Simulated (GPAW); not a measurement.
# V (Im-3m) in GPAW: further runs

Aim: see how the results for V move with the level of theory and the settings. Levels: PBEsol, PBEsol+U. Tasks: band structure.

Program: GPAW 26.7.0. These are calculated values, not measurements. Logs are shortened: lines on timing, memory, paths and dates and some standing lists are left out, and cuts for length are marked. The log counts tension as positive stress, the text compression.

## (1) The crystal as given

The structure is cubic, space group Im-3m (No. 229). Conventional cell: a = 3.029 Å, b = 3.029 Å, c = 3.029 Å, α = 90.00°, β = 90.00°, γ = 90.00°. Around V (site symmetry m-3m) lie 8 V at 2.62 Å.

## (2) Band structure, PBEsol, collinear spin, ferromagnetic start

Input file run.py:

```python
from ase import Atoms
from ase.dft.bandgap import bandgap
from ase.io import write
from ase.units import GPa
from gpaw import GPAW, PW, setup_paths

setup_paths.insert(0, '.')

atoms = Atoms(['V'],
              cell=[[-1.51435, 1.51435, 1.51435],
                    [1.51435, -1.51435, 1.51435],
                    [1.51435, 1.51435, -1.51435]],
              scaled_positions=[[0.0, 0.0, 0.0]],
              pbc=True)
atoms.set_initial_magnetic_moments([2.0])

calc = GPAW(mode=PW(600),
            xc='PBEsol',
            kpts={'size': (12, 12, 12), 'gamma': True},
            occupations={'name': 'fermi-dirac', 'width': 0.05},
            nbands=15,
            convergence={'density': 1e-05, 'energy': 1e-05},
            maxiter=150,
            txt='gpaw.txt')
atoms.calc = calc
energy = atoms.get_potential_energy()
forces = atoms.get_forces()
stress = atoms.get_stress()
calc.write('gs.gpw')
write('result.traj', atoms)
print(f'Energy: {energy:.6f} eV')
print('Forces (eV/A):')
print(forces.round(4))
print('Stress (GPa):', (stress / GPa).round(3))
print('Moments:', calc.get_magnetic_moments().round(3))
print('Fermi level:', round(calc.get_fermi_level(), 4), 'eV')
print(f'Gap: {bandgap(calc)[0]:.4f} eV, direct: {bandgap(calc, direct=True)[0]:.4f} eV')

path = atoms.cell.bandpath('GHNGPH,PN', npoints=80, eps=1e-4)
bs_calc = calc.fixed_density(kpts=path, symmetry='off', nbands=23,
                             convergence={'bands': 'CBM+6.0', 'eigenstates': 1e-6}, txt='bands.txt')
bs = bs_calc.band_structure()
bs.write('bs.json')
print(f'Gap on the path: {bandgap(bs_calc)[0]:.4f} eV')
```

Potentials or basis: PAW data sets generated in the run's folder for this functional, pw.

Command:

```sh
$ gpaw-setup -f PBEsol V
$ OMP_NUM_THREADS=1 python run.py
```

gpaw.txt:

```text
__  _  _
 | _ |_)|_||  |
 |__||  | ||/\| - 26.7.0

Input parameters:
  mode=PW(ecut=600.0),
  convergence={'density': 1e-05, 'energy': 1e-05},
  kpts=MonkhorstPack(size=(12, 12, 12), gamma=True),
  maxiter=150,
  nbands=15,
  occupations=Occupations(name='fermi-dirac', width=0.05),
  xc=XC(name='PBEsol')

Diagonalizing LCAO Hamiltonian
Converting LCAO to pw mode

       V

Atoms  # Å, Bohr magnetons
|   | symbol |        x |        y |        z |    initial magnetic moments |
|---|--------|----------|----------|----------|-----------------------------|
| 0 |      V | 0.000000 | 0.000000 | 0.000000 | ( 0.0000,  0.0000,  2.0000) |

Unit cell  # Å
| periodic |         x |         y |         z |  lengths |     angles |
|----------|-----------|-----------|-----------|----------|------------|
|      yes | -1.514350 |  1.514350 |  1.514350 | 2.622931 | 109.471221 |
|      yes |  1.514350 | -1.514350 |  1.514350 | 2.622931 | 109.471221 |
|      yes |  1.514350 |  1.514350 | -1.514350 | 2.622931 | 109.471221 |

Number of symmetries: 48
Symmetry operations  # r_c * U_cc + t_c -> r_c
|    | kind |            matrix            |
|----|------|------------------------------|
|  0 |  σ   |  1, 1, 1,  0, 0,-1,  0,-1, 0 |
|  1 |  C4  |  1, 1, 1,  0, 0,-1, -1, 0, 0 |
|  2 |  C2  |  1, 1, 1,  0,-1, 0,  0, 0,-1 |
|  3 |  S6  |  1, 1, 1,  0,-1, 0, -1, 0, 0 |
|  4 |  S6  |  1, 1, 1, -1, 0, 0,  0, 0,-1 |
|  5 |  C4  |  1, 1, 1, -1, 0, 0,  0,-1, 0 |
|  6 |  E   |  1, 0, 0,  0, 1, 0,  0, 0, 1 |
|  7 |  σ   |  1, 0, 0,  0, 1, 0, -1,-1,-1 |
|  8 |  σ   |  1, 0, 0,  0, 0, 1,  0, 1, 0 |
|  9 |  C3  |  1, 0, 0,  0, 0, 1, -1,-1,-1 |
| 10 |  C3  |  1, 0, 0, -1,-1,-1,  0, 1, 0 |
| 11 |  σ   |  1, 0, 0, -1,-1,-1,  0, 0, 1 |
| 12 |  σ   |  0, 1, 0,  1, 0, 0,  0, 0, 1 |
| 13 |  C2  |  0, 1, 0,  1, 0, 0, -1,-1,-1 |
| 14 |  C3  |  0, 1, 0,  0, 0, 1,  1, 0, 0 |
| 15 |  S4  |  0, 1, 0,  0, 0, 1, -1,-1,-1 |
| 16 |  S4  |  0, 1, 0, -1,-1,-1,  1, 0, 0 |
| 17 |  C3  |  0, 1, 0, -1,-1,-1,  0, 0, 1 |
| 18 |  C3  |  0, 0, 1,  1, 0, 0,  0, 1, 0 |
| 19 |  S4  |  0, 0, 1,  1, 0, 0, -1,-1,-1 |
| 20 |  σ   |  0, 0, 1,  0, 1, 0,  1, 0, 0 |
| 21 |  C3  |  0, 0, 1,  0, 1, 0, -1,-1,-1 |
| 22 |  C2  |  0, 0, 1, -1,-1,-1,  1, 0, 0 |
| 23 |  S4  |  0, 0, 1, -1,-1,-1,  0, 1, 0 |
| 24 |  C4  |  0, 0,-1,  1, 1, 1,  0,-1, 0 |
| 25 |  σ   |  0, 0,-1,  1, 1, 1, -1, 0, 0 |
| 26 |  S6  |  0, 0,-1,  0,-1, 0,  1, 1, 1 |
| 27 |  C2  |  0, 0,-1,  0,-1, 0, -1, 0, 0 |
| 28 |  C4  |  0, 0,-1, -1, 0, 0,  1, 1, 1 |
| 29 |  S6  |  0, 0,-1, -1, 0, 0,  0,-1, 0 |
| 30 |  S6  |  0,-1, 0,  1, 1, 1,  0, 0,-1 |
| 31 |  C4  |  0,-1, 0,  1, 1, 1, -1, 0, 0 |
| 32 |  C4  |  0,-1, 0,  0, 0,-1,  1, 1, 1 |
| 33 |  S6  |  0,-1, 0,  0, 0,-1, -1, 0, 0 |
| 34 |  σ   |  0,-1, 0, -1, 0, 0,  1, 1, 1 |
| 35 |  C2  |  0,-1, 0, -1, 0, 0,  0, 0,-1 |
| 36 |  C2  | -1, 0, 0,  1, 1, 1,  0, 0,-1 |
| 37 |  S6  | -1, 0, 0,  1, 1, 1,  0,-1, 0 |
| 38 |  S6  | -1, 0, 0,  0, 0,-1,  1, 1, 1 |
| 39 |  C2  | -1, 0, 0,  0, 0,-1,  0,-1, 0 |
| 40 |  C2  | -1, 0, 0,  0,-1, 0,  1, 1, 1 |
| 41 |  i   | -1, 0, 0,  0,-1, 0,  0, 0,-1 |
| 42 |  S4  | -1,-1,-1,  1, 0, 0,  0, 1, 0 |
| 43 |  C3  | -1,-1,-1,  1, 0, 0,  0, 0, 1 |
| 44 |  C3  | -1,-1,-1,  0, 1, 0,  1, 0, 0 |
| 45 |  σ   | -1,-1,-1,  0, 1, 0,  0, 0, 1 |
| 46 |  S4  | -1,-1,-1,  0, 0, 1,  1, 0, 0 |
| 47 |  C2  | -1,-1,-1,  0, 0, 1,  0, 1, 0 |

BZ-sampling:
  Number of BZ points: 1728
  Number of IBZ points: 72

  Monkhorst-Pack size: [12, 12, 12]
  Monkhorst-Pack shift: [0.041666666666666664, 0.041666666666666664, 0.041666666666666664]

K-points  # in reciprocal-cell coordinates
|     |                                coordinates |     weight |
|-----|--------------------------------------------|------------|
|   0 | ( -0.00000000,  -0.00000000,  -0.00000000) | 0.00057870 |
|   1 | (  0.08333333,  -0.00000000,  -0.00000000) | 0.00694444 |
|   2 | (  0.08333333,   0.08333333,  -0.08333333) | 0.00347222 |
|   3 | (  0.16666667,  -0.00000000,  -0.08333333) | 0.01388889 |
|   4 | (  0.16666667,  -0.00000000,  -0.00000000) | 0.00694444 |
|   5 | (  0.16666667,   0.08333333,  -0.08333333) | 0.01388889 |
|   6 | (  0.16666667,   0.16666667,  -0.16666667) | 0.00347222 |
|   7 | (  0.25000000,  -0.08333333,  -0.08333333) | 0.00462963 |
|   8 | (  0.25000000,  -0.00000000,  -0.08333333) | 0.02777778 |
|   9 | (  0.25000000,  -0.00000000,  -0.00000000) | 0.00694444 |
| ... |                                            |            |
|  71 | (  0.50000000,   0.50000000,   0.50000000) | 0.00057870 |

Plane wave coefficients: 476
Cutoff: 600.0 eV

Spin-components: 2 (collinear spins)
Bands:           15
Projectors:      6
Spin-degeneracy: 1
Datatype:        complex128

Parallelization:
  kpt:    1
  domain: 1
  band:   1

Density:
  Valence electrons: 13.0
  Components: 2
  Grid points: [15 15 15]
  Charge: 0.0  # |e|

Potential:
  Grid points: [15 15 15]

species:
  V:
    name:    Vanadium
    Z:       23.0
    valence: 13
    core:    10
    charge:  0.0  # [|e|]
    compensation charges:
      type: gauss
      rc: 0.37  # [Å]
      lmax: 2
    cutoffs:
      filter: 2.14  # [Å]
      core: 0.96  # [Å]
    projectors
    | kind |    occ | energy [eV] | rcut [Å] |
    |------|--------|-------------|----------|
    |   3s |  2.000 |     -70.022 |    1.254 |
    |   4s |  2.000 |      -4.715 |    1.254 |
    |   3p |  6.000 |     -43.949 |    1.281 |
    |   4p |  0.000 |      -1.426 |    1.281 |
    |   3d |  3.000 |      -5.183 |    1.169 |
    |    d |        |      22.028 |    1.169 |

    Using partial waves for V as LCAO basis

Reference energy: -25792.738541  # eV

eigensolver:
  PPCG
  Converge bands: occupied
  niter=2

density mixing:
  MSR1-Mixer
  Pratt-step length: 0.05
  Maximum mixing coefficient: 0.75
  Old densities: 10
  SVD Regularization: 0.005
  Good broyden scale: 1.0
  Trust region scale: 1.0
  Backstep threshold: 4.0
  History deletion threshold: 6.0
  Fourier metric: weight=20.0, sigma=0.015

occupation numbers:
  Fermi-Dirac:
    width: 0.0500  # eV

poisson solver:
  ecut: 4800.0  # eV

xc functional:
  name: PBEsol with 2 nearest neighbor stencil

convergence criteria:
- Maximum integral of absolute [dens]ity change: 1e-05 electrons / valence electron
- Maximum [total energy] change in last 3 cyles: 1e-05 eV / valence electron
- Maximum integral of absolute [eigenst]ate change: 4e-08 eV^2 / valence electron
maximum number of iterations: 150

SCF iterations
|iter     | |      energy | eigst |  dens |  magmom |
|---------|-|-------------|-------|-------|---------|
|iter:   1| |   -9.059379 | +0.29 |       |  +2.0067|
|iter:   2| |   -8.992172 | -2.54 | -0.82 |  +1.9473|
|iter:   3| |   -9.012589 | -1.96 | -0.85 |  +1.1858|
|iter:   4| |   -9.073851 | -3.61 | -1.34 |  +0.8440|
|iter:   5| |   -9.094129 | -3.81 | -1.61 |  +0.5069|
|iter:   6| |   -9.099155 | -4.58 | -2.05 |  +0.3564|
|iter:   7| |   -9.104648 | -3.58 | -2.21 |  +0.0581|
|iter:   8| |   -9.104779 | -5.23 | -2.81 |  +0.0546|
|iter:   9| |   -9.104857 | -4.98 | -3.13 |  +0.0203|
|iter:  10| |   -9.104865c| -6.35 | -3.49 |  +0.0081|
|iter:  11| |   -9.104866c| -6.86 | -3.92 |  +0.0017|
|iter:  12| |   -9.104866c| -7.60c| -4.58 |  +0.0001|
|iter:  13| |   -9.104866c| -8.19c| -5.42c|  -0.0000|

Converged in 13 steps
Energy contributions relative to reference atoms: (reference = -25792.738541)

Energy contributions:
  Kinetic:          -5.456396
  Coulomb:           4.174346
  Zero:              0.141570
  External:          0.000000
  Xc:               -7.955504
  Entropy:          -0.017765
  Spinorbit:         0.000000
  ----------------------------
  Free energy:      -9.113749
  Extrapolated:     -9.104866

dipole moment: (-3.678349, -3.678349, -3.678349)  # |e|*Ang

Total magnetic moment: (0.000000, 0.000000, -0.000035)

Local magnetic moments
|        x |        y |         z |
|----------|----------|-----------|
| 0.000000 | 0.000000 | -0.000027 |  # V    0

Fermi level: 8.977
Eigenvalues  # (at kpt = [-0.000, -0.000, -0.000])
| band index |      eig [eV] | occ [0-1] |      eig [eV] | occ [0-1] |
|------------|---------------|-----------|---------------|-----------|
|          0 |       -54.540 |     1.000 |       -54.540 |     1.000 |
|          1 |       -28.009 |     1.000 |       -28.009 |     1.000 |
|          2 |       -28.009 |     1.000 |       -28.009 |     1.000 |
|          3 |       -28.009 |     1.000 |       -28.009 |     1.000 |
|          4 |         2.477 |     1.000 |         2.477 |     1.000 |
|          5 |         9.394 |     0.000 |         9.394 |     0.000 |
|          6 |         9.394 |     0.000 |         9.394 |     0.000 |
|          7 |         9.394 |     0.000 |         9.394 |     0.000 |
|          8 |        11.301 |     0.000 |        11.301 |     0.000 |
|          9 |        11.301 |     0.000 |        11.301 |     0.000 |
|         10 |        29.491 |     0.000 |        29.491 |     0.000 |
|         11 |        29.491 |     0.000 |        29.491 |     0.000 |
|         12 |        29.491 |     0.000 |        29.491 |     0.000 |
|        ... |               |           |               |           |
|         14 |        35.809 |     0.000 |        35.809 |     0.000 |

No gap
No difference between direct/indirect transitions

Forces  # eV/Ang
|        x |       y |       z |
|----------|---------|---------|
| -0.00000 | 0.00000 | 0.00000 |  # V    0

Stress tensor  # eV/Ang^3
|         x |         y |         z |
|-----------|-----------|-----------|
|  0.066936 |  0.000000 | -0.000000 |
|  0.000000 |  0.066936 | -0.000000 |
| -0.000000 | -0.000000 |  0.066936 |

# Writing to gs.gpw (mode='')
```

Run time: 20 s. Hardware: 1 thread of Intel Xeon 6975P-C (Granite Rapids), shared host; peak memory 0.19 GiB.

Results:

| Quantity | Value |
| --- | --- |
| Free energy | -9.1137 eV |
| Pressure | -10.7 GPa |
| Band gap along the path | none (metal or under the smearing width) |
| Net moment | 0.00 μB per cell |

Levels at the corners of the path, in eV from the Fermi level:
Spin up:
| point | band 4 | band 5 | band 6 | band 7 | band 8 | band 9 |
| --- | --- | --- | --- | --- | --- | --- |
| Γ | -36.99 | -6.50 | 0.42 | 0.42 | 0.42 | 2.32 |
| H | -37.55 | -2.83 | -2.83 | 3.62 | 3.62 | 3.62 |
| N | -36.99 | -3.04 | -1.05 | 1.53 | 2.33 | 2.67 |
| Γ | -36.99 | -6.50 | 0.42 | 0.42 | 0.42 | 2.32 |
| P | -37.39 | -1.07 | -1.07 | -1.07 | 2.73 | 2.73 |
| H | -37.55 | -2.83 | -2.83 | 3.62 | 3.62 | 3.62 |
| P | -37.39 | -1.07 | -1.07 | -1.07 | 2.73 | 2.73 |
| N | -36.99 | -3.04 | -1.05 | 1.53 | 2.33 | 2.67 |
Spin down:
| point | band 4 | band 5 | band 6 | band 7 | band 8 | band 9 |
| --- | --- | --- | --- | --- | --- | --- |
| Γ | -36.99 | -6.50 | 0.42 | 0.42 | 0.42 | 2.32 |
| H | -37.55 | -2.83 | -2.83 | 3.62 | 3.62 | 3.62 |
| N | -36.99 | -3.04 | -1.05 | 1.53 | 2.33 | 2.67 |
| Γ | -36.99 | -6.50 | 0.42 | 0.42 | 0.42 | 2.32 |
| P | -37.39 | -1.07 | -1.07 | -1.07 | 2.73 | 2.73 |
| H | -37.55 | -2.83 | -2.83 | 3.62 | 3.62 | 3.62 |
| P | -37.39 | -1.07 | -1.07 | -1.07 | 2.73 | 2.73 |
| N | -36.99 | -3.04 | -1.05 | 1.53 | 2.33 | 2.67 |

(Part 1 of 2 ends here.)
